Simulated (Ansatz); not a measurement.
**Where V_Si puts its levels in the gap of SiC (F-43m)**

Charge states of V_Si in SiC (F-43m), set against the band edges. Model: a cell of 54 host atoms with 1 Si taken out.

Program: Ansatz 0.2.0. Level of theory: place-levels on r2SCAN runs: charge-transition levels and formation energies with image-charge correction and potential alignment at the atomic sites; PAW set soft_1. Results are calculated unless marked as measured.

## 1. Set-up

The cell holds 53 atoms: 26 Si and 27 C. Its edges and angles: a = 9.519 Å, b = 9.519 Å, c = 9.519 Å, α = 60.0°, β = 60.0°, γ = 60.0°. It derives from SiC (space group F-43m). Nearest the centre at fractional (0.333, 0.667, 0.667): C30 at 1.94 Å, C18 at 1.94 Å, C35 at 1.94 Å, C34 at 1.94 Å, Si29 at 3.17 Å, Si25 at 3.17 Å, Si17 at 3.17 Å, Si21 at 3.17 Å.

Screening for the image-charge correction: ε∞ = 7.06, ε0 = 10.43, computed on the host (DFPT, PBEsol, on the r2SCAN cell), and a cell off the functional's own equilibrium shifts the ionic part.

The relaxed host is scaled by +3.0 % along all axes; the dielectric constants are those of the unstrained host.

The cell's shortest repeat is 9.5 Å.

## 2. The runs of each charge state

A transition level is the Fermi level at which two charge states cost the same, so each charge needs its own total energy, at its own relaxed structure.

Each atom starts 0.05 Å or so off its site in a random direction: a symmetric start keeps its symmetry, and would miss off-centre moves and Jahn–Teller distortions. Forces are taken on a 2×2×2 shifted mesh. The cell holds 2 electrons more than the neutral one, with a uniform background that keeps it neutral on the whole.

The sampling was tested on the host first: at the k-points planned (1x1x1 shifted 0.25 0.25 0.25) its energy lies 0.115 eV an atom from the dense-mesh value, so the final energies take a denser sampling.

One of the inputs; charge, spin and start change from state to state.

The input, qm2.relax_smeared/input.yaml:

```yaml
crystal:
  lattice:
    - [0.0, 6.73093539, 6.73093539]
    - [6.73093539, 0.0, 6.73093539]
    - [6.73093539, 6.73093539, 0.0]
  atoms:
    - { symbol: Si, position: [0.0, 0.0, 0.0] }
    - { symbol: C, position: [0.08333333, 0.08333333, 0.08333333] }
[... 1 atom line left out ...]
    - { symbol: C, position: [0.08333333, 0.08333333, 0.41666667] }
    - { symbol: Si, position: [0.0, 0.0, 0.66666667] }
    - { symbol: C, position: [0.08333333, 0.08333333, 0.75] }
[... 6 atom lines left out ...]
    - { symbol: Si, position: [0.0, 0.66666667, 0.0] }
[... 3 atom lines left out ...]
    - { symbol: Si, position: [0.0, 0.66666667, 0.66666667] }
    - { symbol: C, position: [0.08333333, 0.75, 0.75] }
[... 2 atom lines left out ...]
    - { symbol: Si, position: [0.33333333, 0.0, 0.33333333] }
[... 1 atom line left out ...]
    - { symbol: Si, position: [0.33333333, 0.0, 0.66666667] }
[... 1 atom line left out ...]
    - { symbol: Si, position: [0.33333333, 0.33333333, 0.0] }
[... 3 atom lines left out ...]
    - { symbol: Si, position: [0.33333333, 0.33333333, 0.66666667] }
    - { symbol: C, position: [0.41666667, 0.41666667, 0.75] }
    - { symbol: Si, position: [0.33333333, 0.66666667, 0.0] }
[... 1 atom line left out ...]
    - { symbol: Si, position: [0.33333333, 0.66666667, 0.33333333] }
    - { symbol: C, position: [0.41666667, 0.75, 0.41666667] }
    - { symbol: C, position: [0.41666667, 0.75, 0.75] }
[... 9 atom lines left out ...]
    - { symbol: C, position: [0.75, 0.41666667, 0.41666667] }
    - { symbol: Si, position: [0.66666667, 0.33333333, 0.66666667] }
    - { symbol: C, position: [0.75, 0.41666667, 0.75] }
[... 2 atom lines left out ...]
    - { symbol: Si, position: [0.66666667, 0.66666667, 0.33333333] }
[... 1 atom line left out ...]
    - { symbol: Si, position: [0.66666667, 0.66666667, 0.66666667] }
    - { symbol: C, position: [0.75, 0.75, 0.75] }
  host:
    repeats: [3, 3, 3]
    atoms:
      - { symbol: Si, position: [0.0, 0.0, 0.0] }
      - { symbol: C, position: [0.25, 0.25, 0.25] }
total_charge: -2
basis:
  ecutwfc: 500
  xc_grid: 2
hamiltonian:
  xc: r2scan
  pseudopotentials: { kind: paw, azcp: { folder: soft_1 } }
kpoints:
  mp_grid: { grid: [2, 2, 2], shift: [0.5, 0.5, 0.5] }
scf:
  occupations: { method: fermi_dirac, width: 0.01 }
  max_iter: 60
output:
  forces: true
  charged_corrections:
    epsilon: 7.06
    static_epsilon: 10.43
    defect_position: [0.333333, 0.666667, 0.666667]
relax:
  f_tol: 0.02
  max_steps: 80
  random_displacement: { amplitude: 0.05, seed: 9203 }
checkpoint:
  write: "../qm2.relax_smeared.run"
  compress: false
  write_wavefunctions: true
  write_every: 100000
```

On the command line:

```console
> ansatz run input.yaml --threads 8 --pin off --max-ram 15073MiB --backend cpu --events-out ev --progress --plain --runs-dir out
```

The run of this state that the levels use, under r2SCAN:

The input, qm2.point/input.yaml:

```yaml
crystal:
  checkpoint: "../qm2.relax_smeared.run"
  host: checkpoint
total_charge: -2
basis:
  ecutwfc: 500
  xc_grid: 2
hamiltonian:
  xc: r2scan
  pseudopotentials: { kind: paw, azcp: { folder: soft_1 } }
kpoints:
  mp_grid: { grid: [2, 2, 2], shift: [0.5, 0.5, 0.5] }
scf:
  occupations: { method: fermi_dirac, width: 0.01 }
  max_iter: 60
output:
  forces: true
  eigenvalues: true
  charged_corrections:
    epsilon: 7.06
    static_epsilon: 10.43
    defect_position: [0.333333, 0.666667, 0.666667]
  eigenstates: { localisation: true }
  populations: true
checkpoint:
  read: "../qm2.relax_smeared.run"
  write: "../qm2.point.run"
  compress: false
  write_wavefunctions: false
  write_every: 100000
```

Relaxations under r2SCAN at a 2×2×2 shifted mesh; times on 8 threads of AMD EPYC 9R45, shared host:

| charge | moment (μB) | occupations | outcome | steps | largest displacement against the far atoms (Å) | time |
| --- | --- | --- | --- | --- | --- | --- |
| −2 | 0 | fixed | not converged | 4 | - | 51 s |
| −2 | 0 | fermi-dirac | converged | 6 | 0.22 | 36 s |
| −1 | 1 | fixed | converged | 6 | 0.27 | 61 s |
| 0 | 0 | fixed | converged | 5 | 0.28 | 24 s |
| +1 | 1 | fixed | converged | 15 | 0.32 | 2.3 min |
| +2 | 0 | fixed | converged | 6 | 0.37 | 25 s |
| −1 | 3 | fixed | converged | 5 | 0.24 | 47 s |
| +1 | 3 | fixed | converged | 9 | 0.27 | 74 s |
| −2 | 2 | fixed | converged | 6 | 0.22 | 65 s |
| 0 | 2 | fixed | converged | 7 | 0.27 | 86 s |
| +2 | 2 | fixed | converged | 8 | 0.31 | 94 s |

Single points under r2SCAN at a 2×2×2 shifted mesh; times on 8 threads of AMD EPYC 9R45, shared host:

| charge | moment (μB) | occupations | outcome | time |
| --- | --- | --- | --- | --- |
| −2 | 0 | fermi-dirac | converged | 5.5 s |
| −1 | 1 | fermi-dirac | converged | 12 s |
| 0 | 0 | fermi-dirac | converged | 5.3 s |
| +1 | 1 | fermi-dirac | converged | 17 s |
| +2 | 0 | fermi-dirac | converged | 5.5 s |
| −1 | 3 | fermi-dirac | converged | 9.1 s |
| +1 | 3 | fermi-dirac | converged | 16 s |
| −2 | 2 | fermi-dirac | converged | 11 s |
| 0 | 2 | fermi-dirac | converged | 12 s |
| +2 | 2 | fermi-dirac | converged | 22 s |

Distances (Å) from the ideal centre to the nearest atoms after relaxation with r2SCAN:

| charge | moment (μB) | 1. | 2. | 3. | 4. | 5. | 6. |
| --- | --- | --- | --- | --- | --- | --- | --- |
| −2 | 0 | C 2.15 | C 2.16 | C 2.16 | C 2.16 | Si 3.13 | Si 3.14 |
| −2 | 2 | C 2.15 | C 2.15 | C 2.16 | C 2.17 | Si 3.14 | Si 3.14 |
| −1 | 1 | C 2.15 | C 2.17 | C 2.17 | C 2.22 | Si 3.15 | Si 3.15 |
| −1 | 3 | C 2.16 | C 2.18 | C 2.18 | C 2.18 | Si 3.15 | Si 3.15 |
| 0 | 0 | C 2.20 | C 2.20 | C 2.22 | C 2.22 | Si 3.16 | Si 3.16 |
| 0 | 2 | C 2.20 | C 2.21 | C 2.21 | C 2.22 | Si 3.17 | Si 3.17 |
| +1 | 1 | C 2.23 | C 2.24 | C 2.25 | C 2.26 | Si 3.18 | Si 3.19 |
| +1 | 3 | C 2.20 | C 2.21 | C 2.21 | C 2.22 | Si 3.18 | Si 3.18 |
| +2 | 0 | C 2.30 | C 2.30 | C 2.31 | C 2.31 | Si 3.18 | Si 3.19 |
| +2 | 2 | C 2.23 | C 2.25 | C 2.25 | C 2.26 | Si 3.18 | Si 3.18 |

## 3. place-levels, r2SCAN

A charged cell interacts with its images and the background, and its potential has another zero than the host's. place-levels removes the first by a point-charge model, screened by the static dielectric constant since the ions have relaxed around the charge, and the second by comparing potentials at atoms far from the defect.

The host is a run of the defect-free crystal in the same cutoffs, grids and k-points, so that basis and sampling errors cancel in part in the differences. The host is run in a cell of 2 atoms on a matching mesh. Its band edges are searched through the zone by a band path, so the gap is smaller than, or equal to, that on the mesh. Chemical potentials are energies per atom of Si (diamond), run with the same functional and cutoff.

The input, levels.point.yaml:

```yaml
host:
  run: host.point.run
states: [qm2.point.run, qm1_M1.point.run, q0.point.run, qp1_M1.point.run, qp2.point.run, qm1_M3.point.run, qp1_M3.point.run, qm2_M2.point.run, q0_M2.point.run, qp2_M2.point.run]
geometry_from:
  qm2.point.run: qm2.relax_smeared.run
  qm1_M1.point.run: qm1_M1.relax.run
  q0.point.run: q0.relax.run
  qp1_M1.point.run: qp1_M1.relax.run
  qp2.point.run: qp2.relax.run
  qm1_M3.point.run: qm1_M3.relax.run
  qp1_M3.point.run: qp1_M3.relax.run
  qm2_M2.point.run: qm2_M2.relax.run
  q0_M2.point.run: q0_M2.relax.run
  qp2_M2.point.run: qp2_M2.relax.run
  host.point.run: host.relax.run
chemical_potentials:
  Si:
    energy: -639.06578
    dataset: <sha256 of the dataset>
epsilon: 7.06
static_epsilon: 10.43
vertical:
  - { from: qm2.point.run, to: qm2.point_neutral.run }
  - { from: qm1_M1.point.run, to: qm1_M1.point_neutral.run }
  - { from: qp1_M1.point.run, to: qp1_M1.point_neutral.run }
  - { from: qp2.point.run, to: qp2.point_neutral.run }
  - { from: qm1_M3.point.run, to: qm1_M3.point_neutral.run }
  - { from: qp1_M3.point.run, to: qp1_M3.point_neutral.run }
  - { from: qm2_M2.point.run, to: qm2_M2.point_neutral.run }
  - { from: qp2_M2.point.run, to: qp2_M2.point_neutral.run }
```

On the command line:

```console
> ansatz place-levels levels.point.yaml -- --threads 8 --pin off --max-ram 15073MiB
```

Numbers of over 12 decimals in the logs are rounded to 6 here.

The program printed:

```text
[... repeated set-up lines and file paths are left out, and long positions are rounded to six places ...]
(+2/+1) 0.336 eV beneath the valence edge (-0.448 eV without the band-filling correction), in the valence band
(+1/0) 0.182 eV above the valence edge, 1.581 eV under the conduction edge
(0/-1) 1.094 eV above the valence edge, 0.669 eV under the conduction edge
(-1/-2) 1.890 eV above the valence edge (+1.964 eV without the band-filling correction), in the conduction band
formation energy of charge +2: +7.216 eV with the Fermi level at the valence edge
formation energy of charge +1: +6.880 eV with the Fermi level at the valence edge
formation energy of charge 0: +7.062 eV with the Fermi level at the valence edge
formation energy of charge -1: +8.156 eV with the Fermi level at the valence edge
formation energy of charge -2: +10.045 eV with the Fermi level at the valence edge
vertical -2 to 0: no energy, since no alignment is typed
  the change from vertical[0].from (qm2.point.run) to vertical[0].to (qm2.point_neutral.run): by its potential at epsilon 7.06 it stands at 0.407 0.739 0.739, with an rms radius of about 2.1 Å (1.2 1.2 1.2 Å across the planes of the cell's vectors); [...]
vertical -1 to 0: no energy, since no alignment is typed
  the change from vertical[1].from (qm1_M1.point.run) to vertical[1].to (qm1_M1.point_neutral.run): by its potential at epsilon 7.06 it stands at 0.424 0.758 0.784, with an rms radius of about 2.4 Å (1.6 1.6 1.0 Å across the planes of the cell's vectors); [...]
vertical +1 to 0: no energy, since no alignment is typed
[...]
of states[0] (qm2.point.run): it parts from the run that its charge is read beside by 2 carriers, of which the mean alone is read, by its potential at epsilon 7.06, taken for that of held ions (one typed too small widens it): that is narrow, but one of them [...]
  vertical[0].from (qm2.point.run): levels filled in part (TS 0.019 eV): its energy is of no whole electron's
  of vertical[0].from (qm2.point.run): it parts from the run that its charge is read beside by 2 carriers, of which the mean alone is read, by its potential at epsilon 7.06, taken for that of held ions (one typed too small widens it): that is narrow, but one [...]
  of vertical[1].from (qm1_M1.point.run): stability_check_not_made; [...]
  vertical[2].from (qp1_M1.point.run): levels filled in part (TS 0.003 eV): its energy is of no whole electron's
  of vertical[2].from (qp1_M1.point.run): stability_check_not_made; of the run under geometry_from: band_overlap_at_count
  of vertical[3].from (qp2.point.run): it parts from the run that its charge is read beside by 2 carriers, of which the mean alone is read, by its potential at epsilon 7.06, taken for that of held ions (one typed too small widens it): that is narrow, but one [...]
  of vertical[4].from (qm1_M3.point.run): stability_check_not_made; [...]
  of vertical[5].from (qp1_M3.point.run): its moments are held at its close (magnetization.spin_locking), by a field of 0.268 eV a Bohr magneton, and its energy and levels are of the state that this holds: a run that lets them go can end lower; [...]
  of vertical[6].from (qm2_M2.point.run): stability_check_not_made; [...]
  vertical[7].from (qp2_M2.point.run): levels filled in part (TS 0.004 eV): its energy is of no whole electron's
  of vertical[7].from (qp2_M2.point.run): its moments are held at its close (magnetization.spin_locking), by a field of 0.173 eV a Bohr magneton, and its energy and levels are of the state that this holds: a run that lets them go can end lower; [...]
```

It took 0.95 s on 8 threads of AMD EPYC 9R45, shared host.

Levels between the charges placed, in eV above the valence top:

|  | gap (eV) | (+2/+1) | (+1/0) | (0/−1) | (−1/−2) |
| --- | --- | --- | --- | --- | --- |
| r2SCAN | 1.76 | -0.34 | 0.18 | 1.09 | 1.89 |

Corrections by state:

| charge | moment (μB) | image terms and alignment (eV) | band filling (eV) | ε used | over the lowest of its charge, as the program ranks them, band filling apart (eV) |
| --- | --- | --- | --- | --- | --- |
| +2 | 0.0 | -0.196 | -0.112 | 10.43 | 0.000 |
| +1 | 1.0 | -0.250 | - | 10.43 | 0.000 |
| 0 | 2.0 | 0.000 | - | - | 0.000 |
| −1 | 3.0 | 0.600 | - | 10.43 | 0.000 |
| −2 | 2.0 | 1.620 | -0.074 | 10.43 | 0.000 |
| +2 | 2.0 | -0.275 | - | 10.43 | 0.233 |
| +1 | 3.0 | -0.287 | - | 10.43 | 0.508 |
| 0 | 0.0 | 0.000 | - | - | 0.405 |
| −1 | 1.0 | 0.607 | - | 10.43 | 0.067 |
| −2 | 0.0 | 1.642 | - | 10.43 | 0.516 |

The charged structures listed were also run neutral, and place-levels reads from each pair, by the potential or the spins, how wide the charge is by which they differ; that can be the carrier of either run.

| charge | rms radius (Å) | spread where it is widest against the cell (Å) | wide from (Å) | reading |
| --- | --- | --- | --- | --- |
| +2 | 2.2 | 1.29 | 1.35 | narrow |
| +1 | 1.9 | 1.21 | 1.35 | narrow |
| −1 | 2.6 | 1.48 | 1.35 | wide |
| −2 | 2.3 | 1.32 | 1.35 | narrow |

The neutral runs of these pairs need not share the spin of the lowest neutral state, and very wide values only mean spread over the cell.

From the program's caveats on the states, each cut to its opening words:

- charge +2, −2 (2 μB), −2: it parts from the run that its charge is read beside by 2 carriers, of which the mean alone is read, by its potential at epsilon 7.06, taken for that of held [...]
- charge +2: a band-filling correction moves a carrier to the host's band edge, which changes its energy by -0.112 eV
- charge +2: its alignment with the host at atomic sites is doubtful: the mean over the far sites moves by -0.3264 eV from their farther parts to their nearer, more than [...]
- charge +1 (1 μB): its alignment with the host at atomic sites is doubtful: the mean over the far sites moves by -0.1492 eV from their farther parts to their nearer, more than [...]
- charge +1 (1 μB), 0 (2 μB), −1 (3 μB), −2 (2 μB), +2 (2 μB), +1 (3 μB), −1 (1 μB): flagged: stability check not made
- charge −1 (3 μB): it parts from the run at its places by a charge that spreads by about 1.5 Å along one vector (1.3 Å or more is wide), by its potential at epsilon 7.06, taken [...]
- charge −1 (3 μB): its alignment with the host at atomic sites is doubtful: the mean over the far sites moves by +0.1350 eV from their farther parts to their nearer, more than [...]
- charge −2 (2 μB): a band-filling correction moves a carrier to the host's band edge, which changes its energy by -0.074 eV
- charge −2 (2 μB): its alignment with the host at atomic sites is doubtful: the mean over the far sites moves by +0.2211 eV from their farther parts to their nearer, more than [...]
- charge +2 (2 μB): it parts from the run at its places by a charge that spreads by about 1.9 Å along one vector (1.3 Å or more is wide), by its potential at epsilon 7.06, taken [...]
- charge +2 (2 μB): its moments are held at its close (magnetization.spin_locking), by a field of 0.173 eV a Bohr magneton, and its energy and levels are of the state that this [...]
- charge +1 (3 μB): it parts from the run at its places by a charge that spreads by about 2.2 Å along one vector (1.3 Å or more is wide), by its potential at epsilon 7.06, taken [...]
- charge +1 (3 μB): its alignment with the host at atomic sites is doubtful: the mean over the far sites moves by +0.0967 eV from their farther parts to their nearer, more than [...]
- charge +1 (3 μB): its moments are held at its close (magnetization.spin_locking), by a field of 0.268 eV a Bohr magneton, and its energy and levels are of the state that this [...]

The host's formation energy from the elements is -0.301 eV per atom at this strain; it sets how far the chemical potentials can move.

Limit set by the element alone; other compounds of these elements are not counted. Chemical potentials from the elements' reference states: C 0.00 eV, Si -0.60 eV. Formation energies (C-rich), with the Fermi level at the valence top and at the conduction bottom (gap 1.76 eV):

| charge | at valence top (eV) | at conduction bottom (eV) | correction included (eV) |
| --- | --- | --- | --- |
| +2 | 6.61 | 10.14 | -0.31 |
| +1 | 6.28 | 8.04 | -0.25 |
| 0 | 6.46 | 6.46 | 0.00 |
| −1 | 7.55 | 5.79 | 0.60 |
| −2 | 9.44 | 5.92 | 1.55 |

(Fermi level (eV), lowest formation energy (eV)): (0.00, 6.28), (0.16, 6.44), (0.32, 6.46), (0.48, 6.46), (0.64, 6.46), (0.80, 6.46), (0.96, 6.46), (1.12, 6.43), (1.28, 6.27), (1.44, 6.11), (1.60, 5.95), (1.76, 5.79)

Limit set by the element alone; other compounds of these elements are not counted. Chemical potentials from the elements' reference states: Si 0.00 eV, C -0.60 eV. Formation energy by charge state (Si-rich; gap 1.76 eV):

| charge | at valence top (eV) | at conduction bottom (eV) | correction included (eV) |
| --- | --- | --- | --- |
| +2 | 7.22 | 10.74 | -0.31 |
| +1 | 6.88 | 8.64 | -0.25 |
| 0 | 7.06 | 7.06 | 0.00 |
| −1 | 8.16 | 6.39 | 0.60 |
| −2 | 10.05 | 6.52 | 1.55 |

Fermi level (eV), lowest formation energy (eV) and a bar from the least value:
```
     0.00       6.88 ######################
     0.16       7.04 #############################
     0.32       7.06 ##############################
     0.48       7.06 ##############################
     0.64       7.06 ##############################
     0.80       7.06 ##############################
     0.96       7.06 ##############################
     1.12       7.03 #############################
     1.28       6.87 ######################
     1.44       6.71 ##############
     1.60       6.55 #######
     1.76       6.39
```

## 4. Results

| Quantity | Value |
| --- | --- |
| gap of the host | 1.76 eV (r2SCAN) |
| level (plus 2/plus 1) | 0.34 eV below the valence top (-0.45 eV above the valence top without the band-filling term) |
| level (plus 1/0) | 0.18 eV above the valence top |
| level (0/minus 1) | 1.09 eV above the valence top |
| level (minus 1/minus 2) | 1.89 eV above the valence top, past the conduction bottom (1.96 eV above the valence top without the band-filling term) |
| lowest of the charges placed, just above the valence top (0.02 eV) | +1 |
| lowest of the charges placed, just below the conduction bottom (0.02 eV) | −1 |
| lowest formation energy at mid-gap of the charges run, C-rich | 6.46 eV |
| lowest formation energy at mid-gap of the charges run, Si-rich | 7.06 eV |

Of the charges placed (−2, −1, 0, +1 and +2), the lowest changes at 0.18 eV (+1/0) and 1.09 eV (0/−1) above the valence top, in a gap of 1.76 eV. (+1/0) lies nearer to a band edge than the share of the finite-size correction in it (0.25 eV), and that correction holds for a localised charge alone. States placed: +2 at 0 μB and 2 μB; +1 at 1 μB and 3 μB; 0 at 2 μB and 0 μB; −1 at 3 μB and 1 μB; −2 at 2 μB and 0 μB. Other spin states or structures, where not listed, weren't placed. The program finds carriers beyond a band edge of the host and adds a band-filling term at charge −2 (-0.07 eV) and +2 (-0.11 eV); steps to such a charge show no bound level, and a defect level inside a band would be read the same way. Corrections reach 1.6 eV, so the cell is small for these charges and their levels are rough. The program doubts the alignment of potentials for at least one state, a sign that the cell is small. What this leaves open: r2SCAN makes the gap too small and tends to spread out bound carriers.

[Logs are printed without paths, hosts, clocks, repeated set-up lines and the standing remarks that a program may print on its own settings, such as how far it seeks lower states.]

[Hosts, paths, dates, database ids (printed as entryN), source tags and the programs' standing remarks are cut or masked in the printed files.]

[Where a table of states has a column of steps, it counts the stored structures, which are thinned; the runs took as many ionic steps or more.]

[A defect's name tells the site on which it was built; relaxed atoms can leave that site.]

[For some hosts the program warned that the k-mesh of the response run may be too coarse for force constants and the static dielectric constant; such warnings are not shown here.]
